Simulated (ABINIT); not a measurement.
# Te2Mo (P6_3/mmc) in ABINIT: band structure with r2SCAN

Aim: the band structure of Te2Mo with r2SCAN.

Everything below comes from runs of ABINIT 10.8.3 (patched build). Logs are shortened: lines on timing, memory, paths and dates and some standing lists are left out, and cuts for length are marked. The log counts tension as positive stress, the text compression.

**Experimental background.**

“Broadband infrared study of pressure-tunable Fano resonance and metallization transition in 2H-MoTe2”, 2022, pmc:9569381 quotes, for a bulk crystal of Te2Mo at 300 K: band gap 0.88 ± 0.05 eV (indirect).

The runs below are set against these values where they give the same quantity.

## Step 1: The crystal as given

It takes space group P6_3/mmc (No. 194, hexagonal). Conventional cell: a = 3.518 Å, b = 3.518 Å, c = 13.974 Å, α = 90.00°, β = 90.00°, γ = 120.00°. Te (site symmetry 3m) has 3 Mo at 2.72 Å as nearest neighbours. Mo (site symmetry -6m2) has 6 Te at 2.72 Å as nearest neighbours.

## Step 2: Band structure, r2SCAN

Contents of run.abi:

```
# Datasets: ground state, then fixed potential
ndtset 2

# Pseudopotentials
pp_dirpath "./"
pseudos "Te.GGA_PBE-JTH.xml, Mo.GGA_PBE-JTH.xml"

# Structure
acell 3*1.0 Angstrom
rprim
     3.5182000000     0.0000000000     0.0000000000
    -1.7591000000     3.0468505756     0.0000000000
     0.0000000000     0.0000000000    13.9736000000
ntypat 2
znucl 52 42
natom 6
typat 1 1 1 1 2 2
xred
     0.6666666667     0.3333333333     0.3790000000
     0.3333333333     0.6666666667     0.8790000000
     0.6666666667     0.3333333333     0.1210000000
     0.3333333333     0.6666666667     0.6210000000
     0.6666666667     0.3333333333     0.7500000000
     0.3333333333     0.6666666667     0.2500000000

# Plane-wave basis
ecut 489.804952 eV
pawecutdg 36.0

# Exchange and correlation
ixc -497498
usekden 1
pawxcdev 0

# Bands and occupations
occopt 3
tsmear 0.05 eV

# SCF cycle
nstep 100

# Output
iomode 3
prtwf 0
prteig 0
prtebands 0
enunit 1
prtden1 1
prtkden1 1

# Dataset 1
kptopt1 1
ngkpt1 8 8 2
nshiftk1 1
shiftk1 0.0 0.0 0.0
nband1 32
tolvrs1 1.0e-7

# Dataset 2: bands along G-M-K-G-A-L-H-A
iscf2 -2
getden2 1
getkden2 1
nband2 38
nbdbuf2 4
tolwfr2 1.0e-11
kptopt2 -7
ndivsm2 8
prteig2 1
kptbounds2
     0.0000000000     0.0000000000     0.0000000000
     0.5000000000     0.0000000000     0.0000000000
     0.3333333333     0.3333333333     0.0000000000
     0.0000000000     0.0000000000     0.0000000000
     0.0000000000     0.0000000000     0.5000000000
     0.5000000000     0.0000000000     0.5000000000
     0.3333333333     0.3333333333     0.5000000000
     0.0000000000     0.0000000000     0.5000000000
```

Potentials or basis: JTH PAW PBE v2.0.

Launch:

```bash
$ abinit run.abi > log 2>&1
```

run.abo:

```text
.Version 10.8.3 of ABINIT
 DATASET    1 : space group P6_3/m m c (#194); Bravais hP (primitive hexag.)
================================================================================
 Values of the parameters that define the memory need for DATASET  1.
     intxc =       0    ionmov =       0      iscf =      17    lmnmax =      18
     lnmax =       6     mgfft =     108  mpssoang =       3    mqgrid =    7133
     natom =       6  nloc_mem =       2    nspden =       1   nspinor =       1
    nsppol =       1      nsym =      24    n1xccc =       1    ntypat =       2
    occopt =       3   xclevel =       2
       mpw =        3712          nfft =       78732          nkpt =          20
 PAW method is used; the additional fine FFT grid is defined by:
   mgfftf=       144    nfftf =    186624
================================================================================
================================================================================

 DATASET    2 : space group P6_3/m m c (#194); Bravais hP (primitive hexag.)
================================================================================
 Values of the parameters that define the memory need for DATASET  2.
     intxc =       0    ionmov =       0      iscf =      -2    lmnmax =      18
     lnmax =       6     mgfft =     108  mpssoang =       3    mqgrid =    7133
     natom =       6  nloc_mem =       2    nspden =       1   nspinor =       1
    nsppol =       1      nsym =      24    n1xccc =       1    ntypat =       2
    occopt =       3   xclevel =       2
       mpw =        3726          nfft =       78732          nkpt =         209
 PAW method is used; the additional fine FFT grid is defined by:
   mgfftf=       144    nfftf =    186624
================================================================================
================================================================================

--------------------------------------------------------------------------------
------------- Echo of variables that govern the present computation ------------
--------------------------------------------------------------------------------
 -outvars: echo values of preprocessed input variables --------
            acell      1.8897261259E+00  1.8897261259E+00  1.8897261259E+00 Bohr
              amu      1.27600000E+02  9.59400000E+01
             ecut      1.80000000E+01 Hartree
           enunit           1
           getden1          0
           getden2          1
          getkden1          0
          getkden2          1
             iscf1         17
             iscf2         -2
                       outvar_i_n : Printing only first  50 k-points.
              ixc     -497498
           jdtset        1    2
                       outvar_i_n : Printing only first  50 k-points.
           kptopt1          1
           kptopt2         -7
         kptrlatt        8    0    0      0    8    0      0    0    2
          kptrlen1     5.28125540E+01
          kptrlen2     3.00000000E+01
            natom           6
            nband1         32
            nband2         38
           nbdbuf1          0
           nbdbuf2          4
           ndtset           2
           ndivsm1          0
           ndivsm2          8
            ngfft          27      27     108
          ngfftdg          36      36     144
             nkpt1         20
             nkpt2        209
            nstep         100
             nsym          24
           ntypat           2
           occopt           3
        pawecutdg      3.60000000E+01 Hartree
         pawxcdev           0
        prtebands           0
           prteig1          0
           prteig2          1
          prtkden           1
            prtwf           0
            rprim      3.5182000000E+00  0.0000000000E+00  0.0000000000E+00
                      -1.7591000000E+00  3.0468505756E+00  0.0000000000E+00
                       0.0000000000E+00  0.0000000000E+00  1.3973600000E+01
           shiftk1     0.00000000E+00  0.00000000E+00  0.00000000E+00
           shiftk2     5.00000000E-01  5.00000000E-01  5.00000000E-01
          spgroup         194
[... 3025 lines left out ...]
 Total kinetic energy density [Ha/Bohr^3]
)     Maximum=    5.4273E-01  at reduced coord.    0.6667    0.3333    0.7500
)     Minimum=    1.1774E-03  at reduced coord.    0.0000    0.0000    0.0000
   Integrated=    2.9363E+01
--------------------------------------------------------------------------------

--- !ResultsGS
iteration_state: {dtset: 2, }
comment   : Summary of ground state results
lattice_vectors:
- [  6.6484345,   0.0000000,   0.0000000, ]
- [ -3.3242172,   5.7577131,   0.0000000, ]
- [  0.0000000,   0.0000000,  26.4062770, ]
lattice_lengths: [   6.64843,    6.64843,   26.40628, ]
lattice_angles: [ 90.000,  90.000, 120.000, ] # degrees, (23, 13, 12)
lattice_volume:   1.0108264E+03
convergence: {deltae:  0.000E+00, res2:  0.000E+00, residm:  9.997E-12, diffor:  0.000E+00, }
etotal    :  -5.14286073E+01
entropy   :   0.00000000E+00
fermie    :  -1.11677785E-01
cartesian_stress_tensor: null
pressure_GPa: null
xred      :
- [  6.6667E-01,   3.3333E-01,   3.7900E-01, Te]
- [  3.3333E-01,   6.6667E-01,   8.7900E-01, Te]
- [  6.6667E-01,   3.3333E-01,   1.2100E-01, Te]
- [  3.3333E-01,   6.6667E-01,   6.2100E-01, Te]
- [  6.6667E-01,   3.3333E-01,   7.5000E-01, Mo]
- [  3.3333E-01,   6.6667E-01,   2.5000E-01, Mo]
cartesian_forces: null
force_length_stats: {min: null, max: null, mean: null, }
...

 Integrated electronic density in atomic spheres:
 ------------------------------------------------
 Atom  Sphere_radius  Integrated_density
    1        2.31107          3.17916373
    2        2.31107          3.17916373
    3        2.31107          3.17916373
    4        2.31107          3.17916373
    5        2.20740         11.26513037
    6        2.20740         11.26513037

================================================================================

 ----iterations are completed or convergence reached----

 Mean square residual over all n,k,spin=   57.394E-13; max=  99.970E-13
 reduced coordinates (array xred) for    6 atoms
       0.666666666667      0.333333333333      0.379000000000
       0.333333333333      0.666666666667      0.879000000000
       0.666666666667      0.333333333333      0.121000000000
       0.333333333333      0.666666666667      0.621000000000
       0.666666666667      0.333333333333      0.750000000000
       0.333333333333      0.666666666667      0.250000000000

 cartesian coordinates (angstrom) at end:
    1      1.75910000000000     1.01561685853333     5.29599440000000
    2     -0.00000000000000     2.03123371706667    12.28279440000000
    3      1.75910000000000     1.01561685853333     1.69080560000000
    4     -0.00000000000000     2.03123371706667     8.67760560000000
    5      1.75910000000000     1.01561685853333    10.48020000000000
    6     -0.00000000000000     2.03123371706667     3.49340000000000
 length scales=  1.889726125908  1.889726125908  1.889726125908 bohr
              =  1.000000000000  1.000000000000  1.000000000000 angstroms
 Eigenvalues (   eV  ) for nkpt= 209  k points:
 kpt#   1, nband= 38, wtk=  1.00000, kpt=  0.0000  0.0000  0.0000 (reduced coord)
 -66.30544  -66.30544  -39.72835  -39.72832  -39.60510  -39.60510  -39.60510  -39.60510
 -17.10987  -16.78242  -16.18392  -15.66506   -9.65450   -8.31298   -6.73607   -5.41112
  -5.41112   -5.39654   -5.39654   -4.59868   -4.59868   -4.55903   -4.55903   -4.52435
  -3.89068   -3.41615   -0.44507   -0.44507   -0.32146   -0.32146   -0.23302   -0.23302
   0.03741    0.03741    2.89499    3.34458    4.38858    4.95645
 kpt#   2, nband= 38, wtk=  1.00000, kpt=  0.0135  0.0000  0.0000 (reduced coord)
 -66.30542  -66.30542  -39.72829  -39.72826  -39.60536  -39.60536  -39.60517  -39.60516
 -17.10712  -16.77969  -16.18189  -15.66327   -9.65150   -8.31010   -6.73751   -5.41737
  -5.40900   -5.40264   -5.39423   -4.61356   -4.60272   -4.56287   -4.55975   -4.52348
  -3.88032   -3.41895   -0.45706   -0.44368   -0.33256   -0.31763   -0.24641   -0.24008
   0.01958    0.03197    2.90992    3.35859    4.38771    4.96595
 kpt#   3, nband= 38, wtk=  1.00000, kpt=  0.0270  0.0000  0.0000 (reduced coord)
 -66.30536  -66.30536  -39.72813  -39.72810  -39.60614  -39.60613  -39.60535  -39.60534
 -17.09887  -16.77153  -16.17580  -15.65790   -9.64250   -8.30148   -6.74181   -5.43610
  -5.42087   -5.40266   -5.38733   -4.65548   -4.61477   -4.57429   -4.56202   -4.52093
  -3.85219   -3.42738   -0.49181   -0.43944   -0.36529   -0.30632   -0.28569   -0.26099
[... 1223 lines left out ...]
  -3.53588   -3.53588   -0.46010   -0.46010   -0.40833   -0.40833   -0.12881   -0.12881
  -0.08906   -0.08906    3.26850    3.26850    5.09369    5.14081
 kpt# 208, nband= 38, wtk=  1.00000, kpt=  0.0079  0.0079  0.5000 (reduced coord)
 -66.30542  -66.30542  -39.72827  -39.72827  -39.60537  -39.60537  -39.60516  -39.60516
 -16.97993  -16.97993  -15.88949  -15.88949   -9.13355   -9.13355   -5.61577   -5.61577
  -5.40988   -5.40988   -5.40169   -5.40169   -4.58284   -4.58284   -4.57939   -4.57939
  -3.53431   -3.53431   -0.42488   -0.42488   -0.41150   -0.41150   -0.08430   -0.08430
  -0.07402   -0.07402    3.22395    3.22395    5.10556    5.26963
 kpt# 209, nband= 38, wtk=  1.00000, kpt=  0.0000  0.0000  0.5000 (reduced coord)
 -66.30544  -66.30544  -39.72833  -39.72833  -39.60510  -39.60510  -39.60510  -39.60510
 -16.98275  -16.98275  -15.89149  -15.89149   -9.13643   -9.13643   -5.61190   -5.61190
  -5.40398   -5.40398   -5.40398   -5.40398   -4.57876   -4.57876   -4.57876   -4.57876
  -3.53387   -3.53387   -0.41276   -0.41276   -0.41276   -0.41276   -0.06896   -0.06896
  -0.06896   -0.06896    3.20872    3.20872    5.11481    5.23267

== END DATASET(S) ==============================================================
================================================================================

 -outvars: echo values of variables after computation  --------
            acell      1.8897261259E+00  1.8897261259E+00  1.8897261259E+00 Bohr
           etotal1    -5.1428607291E+01
            fcart1    -5.4000586973E-29 -3.4294978768E-28  1.3171433243E-03
                      -5.4000586973E-28 -4.8324742809E-28  1.3171433243E-03
                      -5.4000586973E-29  5.4560193495E-28 -1.3171433243E-03
                       3.9150425556E-28  1.9485783391E-28 -1.3171433243E-03
                       1.8900205441E-28  1.2470901370E-28 -0.0000000000E+00
                       6.7500733717E-29 -3.8971566782E-29 -0.0000000000E+00
            rprim      3.5182000000E+00  0.0000000000E+00  0.0000000000E+00
                      -1.7591000000E+00  3.0468505756E+00  0.0000000000E+00
                       0.0000000000E+00  0.0000000000E+00  1.3973600000E+01
           strten1    -1.1679883743E-04 -1.1679883752E-04 -9.7123567271E-05
                       0.0000000000E+00  0.0000000000E+00  0.0000000000E+00
           xangst      1.7591000000E+00  1.0156168585E+00  5.2959944000E+00
                      -6.4028626442E-17  2.0312337171E+00  1.2282794400E+01
                       1.7591000000E+00  1.0156168585E+00  1.6908056000E+00
                      -6.4028626442E-17  2.0312337171E+00  8.6776056000E+00
                       1.7591000000E+00  1.0156168585E+00  1.0480200000E+01
                      -6.4028626442E-17  2.0312337171E+00  3.4934000000E+00
             xred      6.6666666667E-01  3.3333333333E-01  3.7900000000E-01
                       3.3333333333E-01  6.6666666667E-01  8.7900000000E-01
                       6.6666666667E-01  3.3333333333E-01  1.2100000000E-01
                       3.3333333333E-01  6.6666666667E-01  6.2100000000E-01
                       6.6666666667E-01  3.3333333333E-01  7.5000000000E-01
                       3.3333333333E-01  6.6666666667E-01  2.5000000000E-01
 Calculation completed.
```

It took 40 min on 1 thread of AMD EPYC 7R43 (Zen 3), shared host; peak memory 0.65 GiB.

What came out:

```
Free energy                                           : -1399.4437 eV
Pressure                                              : 3.2 GPa
Largest force                                         : 0.068 eV/Å
Band gap on the k mesh                                : 0.86 eV, indirect (least direct gap 1.30 eV)
Band gap along the path                               : 0.77 eV, indirect (least direct gap 1.13 eV)
Valence electrons inside the program's atomic spheres : Te 3.18; Mo 11.27
```

Forces in eV/Å, atoms in the order of the input:
```
Te   0.000  0.000  0.068
Te   0.000  0.000  0.068
Te   0.000  0.000 -0.068
Te   0.000  0.000 -0.068
Mo   0.000  0.000  0.000
Mo   0.000  0.000  0.000
```

Stress tensor (GPa, compression positive):
```
3.44 0.00 0.00
0.00 3.44 0.00
0.00 0.00 2.86
```

Levels at the corners of the path, in eV from the valence-band top:
```
point  band 24  band 25  band 26  band 27  band 28  band 29
    Γ    -1.11    -0.47     0.00     2.97     2.97     3.09
    M    -1.02    -0.76    -0.47     1.33     1.39     1.53
    K    -2.04    -0.32    -0.09     1.03     1.03     1.19
    Γ    -1.11    -0.47     0.00     2.97     2.97     3.09
    A    -1.16    -0.12    -0.12     3.00     3.00     3.00
    L    -1.05    -0.62    -0.62     1.36     1.36     1.71
    H    -2.21    -0.23    -0.23     1.04     1.04     1.67
    A    -1.16    -0.12    -0.12     3.00     3.00     3.00
```

Caveat: totals of a meta-GGA on PAW files have another zero than those of a GGA; the PAW data sets were made with another functional, which shifts forces and pressure a little; spin-orbit coupling is left out, which moves the levels of the heavy elements; the mesh misses the band edges, which the band path finds closer together.

## Step 3: The reference run

An earlier run on the cell as given: functional PBE; potentials or basis JTH PAW PBE v2.0; cutoff 408 eV; k mesh 9 × 9 × 2; occupations fermi-dirac, width 0.05 eV; no spin polarisation.

* Pressure: 3.8 GPa
* Largest force: 0.299 eV/Å
* Band gap on the k mesh: 0.74 eV, indirect (least direct gap 1.04 eV)
* Valence electrons inside the program's atomic spheres: Te 3.17, 3.16; Mo 11.26

## Step 4: Against experiment

Step 2. Against the measured gap of Te2Mo, 0.88 eV (indirect; 300 K; quoted in “Broadband infrared study of pressure-tunable Fano resonance and metallization transition in 2H-MoTe2”, 2022, pmc:9569381), the calculated 0.77 eV is off by -0.11 eV. Spin-orbit coupling on Mo, Te is left out. The value is that of r2SCAN, without temperature or zero-point motion.
